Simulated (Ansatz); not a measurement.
# Ag(111) with 4 layers of random Ag-Rh, 2x2: scattering by chemical disorder, part 2 of 2

Aim: the residual resistivity of a random alloy, from Ag(111) with 4 layers of random Ag-Rh, 2x2 and longer regions.

Ansatz 0.2.0; Ansatz plane-wave DFT, PBE, PAW files; ballistic transport by layer matching (Landauer), zero bias; PAW set soft_1.

So far. Step 3 (With 8 alloy layers): Over the solved energies the transmission per spin lies between 1.51 and 1.57, out of 3.27 channels of the lead on average (up to 3.33). The log calls the step of a lead's potential too much.

## Step 4: With 12 alloy layers

In 12 layers a share of 0.125 of the sites is given to Rh at random. A fresh draw is used; the growth of the resistance with length is what counts.

System of this step: Ag(111) with 12 layers of random Ag-Rh, 2x2. The cell holds 72 atoms: 66 Ag and 6 Rh. Its edges and angles: a = 5.779 Å, b = 5.779 Å, c = 42.465 Å, α = 90.0°, β = 90.0°, γ = 120.0°. It derives from Ag. Regions: lead, 24 atoms (24 Ag); scattering region, 48 atoms (42 Ag and 6 Rh). The structure is stacked along c, and the current runs across the ab planes.

input.yaml reads:

```yaml
crystal:
  lattice:
    - [5.7787594586, 0.0, 0.0]
    - [-2.8893797293, 5.0045524935, 0.0]
    - [0.0, 0.0, 42.4650360593]
  atoms:
    - { symbol: Ag, position: [0.0, 0.0, 0.0277777778] }
    - { symbol: Ag, position: [0.0, 0.5, 0.0277777778] }
    - { symbol: Ag, position: [0.5, 0.0, 0.0277777778] }
    - { symbol: Ag, position: [0.5, 0.5, 0.0277777778] }
    - { symbol: Ag, position: [0.1666666667, 0.3333333333, 0.0833333333] }
    - { symbol: Ag, position: [0.1666666667, 0.8333333333, 0.0833333333] }
    - { symbol: Ag, position: [0.6666666667, 0.3333333333, 0.0833333333] }
    - { symbol: Ag, position: [0.6666666667, 0.8333333333, 0.0833333333] }
    - { symbol: Ag, position: [0.3333333333, 0.1666666667, 0.1388888889] }
    - { symbol: Ag, position: [0.3333333333, 0.6666666667, 0.1388888889] }
    - { symbol: Ag, position: [0.8333333333, 0.1666666667, 0.1388888889] }
    - { symbol: Ag, position: [0.8333333333, 0.6666666667, 0.1388888889] }
    - { symbol: Ag, position: [0.0, 0.0, 0.1944444444] }
    - { symbol: Ag, position: [0.0, 0.5, 0.1944444444] }
    - { symbol: Ag, position: [0.5, 0.0, 0.1944444444] }
    - { symbol: Ag, position: [0.5, 0.5, 0.1944444444] }
    - { symbol: Ag, position: [0.1666666667, 0.3333333333, 0.25] }
    - { symbol: Ag, position: [0.1666666667, 0.8333333333, 0.25] }
    - { symbol: Ag, position: [0.6666666667, 0.3333333333, 0.25] }
    - { symbol: Ag, position: [0.6666666667, 0.8333333333, 0.25] }
    - { symbol: Ag, position: [0.3333333333, 0.1666666667, 0.3055555556] }
    - { symbol: Ag, position: [0.3333333333, 0.6666666667, 0.3055555556] }
    - { symbol: Ag, position: [0.8333333333, 0.1666666667, 0.3055555556] }
    - { symbol: Ag, position: [0.8333333333, 0.6666666667, 0.3055555556] }
    - { symbol: Ag, position: [0.0, 0.0, 0.3611111111] }
    - { symbol: Rh, position: [0.0, 0.5, 0.3611111111] }
    - { symbol: Ag, position: [0.5, 0.0, 0.3611111111] }
    - { symbol: Ag, position: [0.5, 0.5, 0.3611111111] }
    - { symbol: Ag, position: [0.1666666667, 0.3333333333, 0.4166666667] }
    - { symbol: Ag, position: [0.1666666667, 0.8333333333, 0.4166666667] }
    - { symbol: Ag, position: [0.6666666667, 0.3333333333, 0.4166666667] }
    - { symbol: Rh, position: [0.6666666667, 0.8333333333, 0.4166666667] }
    - { symbol: Ag, position: [0.3333333333, 0.1666666667, 0.4722222222] }
    - { symbol: Ag, position: [0.3333333333, 0.6666666667, 0.4722222222] }
    - { symbol: Rh, position: [0.8333333333, 0.1666666667, 0.4722222222] }
    - { symbol: Ag, position: [0.8333333333, 0.6666666667, 0.4722222222] }
    - { symbol: Ag, position: [0.0, 0.0, 0.5277777778] }
    - { symbol: Rh, position: [0.0, 0.5, 0.5277777778] }
    - { symbol: Ag, position: [0.5, 0.0, 0.5277777778] }
    - { symbol: Ag, position: [0.5, 0.5, 0.5277777778] }
    - { symbol: Ag, position: [0.1666666667, 0.3333333333, 0.5833333333] }
    - { symbol: Ag, position: [0.1666666667, 0.8333333333, 0.5833333333] }
    - { symbol: Rh, position: [0.6666666667, 0.3333333333, 0.5833333333] }
    - { symbol: Ag, position: [0.6666666667, 0.8333333333, 0.5833333333] }
    - { symbol: Ag, position: [0.3333333333, 0.1666666667, 0.6388888889] }
    - { symbol: Ag, position: [0.3333333333, 0.6666666667, 0.6388888889] }
    - { symbol: Ag, position: [0.8333333333, 0.1666666667, 0.6388888889] }
    - { symbol: Ag, position: [0.8333333333, 0.6666666667, 0.6388888889] }
    - { symbol: Ag, position: [0.0, 0.0, 0.6944444444] }
    - { symbol: Rh, position: [0.0, 0.5, 0.6944444444] }
    - { symbol: Ag, position: [0.5, 0.0, 0.6944444444] }
    - { symbol: Ag, position: [0.5, 0.5, 0.6944444444] }
    - { symbol: Ag, position: [0.1666666667, 0.3333333333, 0.75] }
    - { symbol: Ag, position: [0.1666666667, 0.8333333333, 0.75] }
    - { symbol: Ag, position: [0.6666666667, 0.3333333333, 0.75] }
    - { symbol: Ag, position: [0.6666666667, 0.8333333333, 0.75] }
    - { symbol: Ag, position: [0.3333333333, 0.1666666667, 0.8055555556] }
    - { symbol: Ag, position: [0.3333333333, 0.6666666667, 0.8055555556] }
    - { symbol: Ag, position: [0.8333333333, 0.1666666667, 0.8055555556] }
    - { symbol: Ag, position: [0.8333333333, 0.6666666667, 0.8055555556] }
    - { symbol: Ag, position: [0.0, 0.0, 0.8611111111] }
    - { symbol: Ag, position: [0.0, 0.5, 0.8611111111] }
    - { symbol: Ag, position: [0.5, 0.0, 0.8611111111] }
    - { symbol: Ag, position: [0.5, 0.5, 0.8611111111] }
    - { symbol: Ag, position: [0.1666666667, 0.3333333333, 0.9166666667] }
    - { symbol: Ag, position: [0.1666666667, 0.8333333333, 0.9166666667] }
    - { symbol: Ag, position: [0.6666666667, 0.3333333333, 0.9166666667] }
    - { symbol: Ag, position: [0.6666666667, 0.8333333333, 0.9166666667] }
    - { symbol: Ag, position: [0.3333333333, 0.1666666667, 0.9722222222] }
    - { symbol: Ag, position: [0.3333333333, 0.6666666667, 0.9722222222] }
    - { symbol: Ag, position: [0.8333333333, 0.1666666667, 0.9722222222] }
    - { symbol: Ag, position: [0.8333333333, 0.6666666667, 0.9722222222] }
kpoints:
  mp_grid: { grid: [4, 4, 1] }
hamiltonian:
  xc: pbe
  pseudopotentials: { kind: paw, azcp: { folder: soft_1 } }
scf:
  occupations: { method: fermi_dirac, width: 0.1 }
output:
  transmission: { leads: [[0, 4]], kmesh: [8, 8], e_range: [-0.05, 0.05], de: 0.05 }
  write_potential: true
  write_density: true
  volumetric_format: npy
```

The run is started by

```console
$ ansatz run input.yaml --threads 4 --pin off --max-ram 15360MiB --backend cpu --events-out ev --progress --plain --runs-dir out
```

Numbers of over 12 decimals in the logs are rounded to 6 here.

Log:

```text
[...]
Crystal: 72 atoms, lattice volume = 1228.093 Å³
Basis set: ecut = 420 eV, 24081 PW (Γ)
Bands: 814, of which v1, the nominal top of the filled ones, is band 678 counted from 1 (677 counted from 0)
Symmetry: 1 space group operations
[...]
k-points: 10 of 16 (time reversal used)
[...]
SCF iter   1: F=—  HF=-539415.053313 eV  |F-HF|=—  |Δ(HF+E_count)|=         —  Δρ=9.09e-2  dr2=2.06e2  ethr=3.10e-3  ⟨swp⟩=4.0  Hψ=24183  notcnv=0  defer=172
[...]
SCF iter  14: F=-539393.335642 eV  HF=-539393.335642 eV  |F-HF|=7.57e-9  |Δ(HF+E_count)|=   3.03e-9  Δρ=3.12e-7  dr2=7.82e-9  ethr=7.37e-12  ⟨swp⟩=8.5  Hψ=29545  notcnv=0
SCF 1 converged in 14 iterations: F = -539393.335642 eV  dr2 = 7.82e-9
[...]
transmission: 208 of 2074 steps passed
transmission: 416 of 2074 steps passed
[...]
transmission: 2074 of 2074 steps passed
SCF converged after 14 iterations
Free energy (F): -539393.335642 eV
[...]
Internal energy: -539392.295715 eV  (E = F + TS)
E sigma→0 (E₀):  -539392.815678 eV
Entropy (-TS):   -1.039926 eV (-14.443 meV/atom)
Fermi energy:    17.055427 eV
[...]
--- Band table (eV; the first three rows and the last of 10) ---
  k-point 0: bands = [... 674 lower, 17.2250, 17.5408, 17.5748, 17.5850, 17.5945, 17.6160, 17.6263, 17.9121, ... 132 higher]
  k-point 1: bands = [... 674 lower, 16.9146, 16.9613, 16.9776, 17.0331, 17.0524, 17.1703, 17.2726, 17.3201, ... 132 higher]
  k-point 2: bands = [... 674 lower, 16.8454, 16.8481, 16.9065, 16.9407, 17.0096, 17.0682, 17.2230, 17.2806, ... 132 higher]
  k-point 9: bands = [... 674 lower, 16.8310, 16.8428, 16.9305, 16.9737, 17.1406, 17.1604, 17.2160, 17.2644, ... 132 higher]
--- Transmission ---
  basis      : 253 plane waves across, 61 finite elements along
  points     : 34, standing for a mesh of 8 x 8
[...]
channels       : 3.234375e0 a spin
[...]
junction   : crystal 0 to crystal 0, 1.66 to 41.77 Å
    transmission   : 1.326567e0 a spin
[...]
```

The job ended after 27 min (4 threads of Arm Neoverse V1, shared host; peak memory 8.1 GiB).

Numbers from this step:

* free energy: -539393.3356 eV
* energy at zero smearing: -539392.8157 eV
* Fermi energy: 17.06 eV
* transmission per spin nearest the Fermi level: 1.327
* step of the lead's potential: 12.8 meV

Per spin. Table of transmission, zone mean by energy, zero at the Fermi level:

```tsv
energy (eV)	transmission, zone mean
-0.0500	1.29
0.0000	1.33
0.0500	1.52
```

Over the solved energies the transmission per spin lies between 1.29 and 1.52, out of 3.27 channels of the lead on average (up to 3.33).

## Step 5: Resistance against length

This step: Ansatz plane-wave DFT, PBE, PAW files; ballistic transport by layer matching (Landauer), zero bias; residual resistivity from the slope of the area resistance, atoms on the host's lattice; PAW set soft_1 (Ansatz 0.2.0).

Numbers from this step:

```yaml
resistivity: 54.01 µΩ cm
intercept: 0.1129 fΩ m²
scatter_about_the_fit: 0.1117 fΩ m²
```

Resistance, by row:

```tsv
run	length (Å)	T	channels N	RA (fΩ m²)
n4	9.437	2.213	3.266	0.5436
n8	18.87	1.534	3.266	1.29
n12	28.31	1.379	3.266	1.563
```

The area resistance by length of the alloy:

```tsv
length of the alloy (Å)	area resistance (fΩ m²)
9.44	0.544
18.87	1.29
28.31	1.56
```

The area resistance goes from 0.54 to 1.6 fΩ m² between 9.4 and 28.3 Å, a slope of 54 µΩ cm.

By hand from the end points: (1.563 − 0.5436) fΩ m² / (28.31 − 9.44) Å = 54 µΩ cm, since 1 fΩ m² per Å is 1000 µΩ cm.

## Step 6: Summary of results

```yaml
resistivity_from_the_slope: 54.0 µΩ cm
area_resistance_over_9p44_a: 0.544 fΩ m²
area_resistance_over_18p9_a: 1.29 fΩ m²
area_resistance_over_28p3_a: 1.56 fΩ m²
```

**Reading.** The slope gives 54 µΩ cm. The points scatter by 0.11 fΩ m² about the line, with one random draw a length in a 2x2 cell, so the slope is a rough value. Read with a model of isotropic scattering on a spherical Fermi surface and the lead's 0.87×10¹⁵ S/m², this slope means a mean free path near 16 Å; over these lengths the model's slope is within 3 % of its bulk resistivity. The draw over the shortest length came out nearly ordered, with 8 symmetry operations, so that point is a poor sample of a random alloy. The atoms sit on the host's lattice, so scattering by size misfit is left out. A lead's potential steps by up to 30 meV from period to period, which the log calls too much, so longer leads could move the result.

[Logs are printed without paths, hosts, clocks, repeated set-up lines and the standing remarks that a program may print on its own settings, such as how far it seeks lower states.]

[Hosts, paths, dates, database ids (printed as entryN), source tags and the programs' standing remarks are cut or masked in the printed files.]
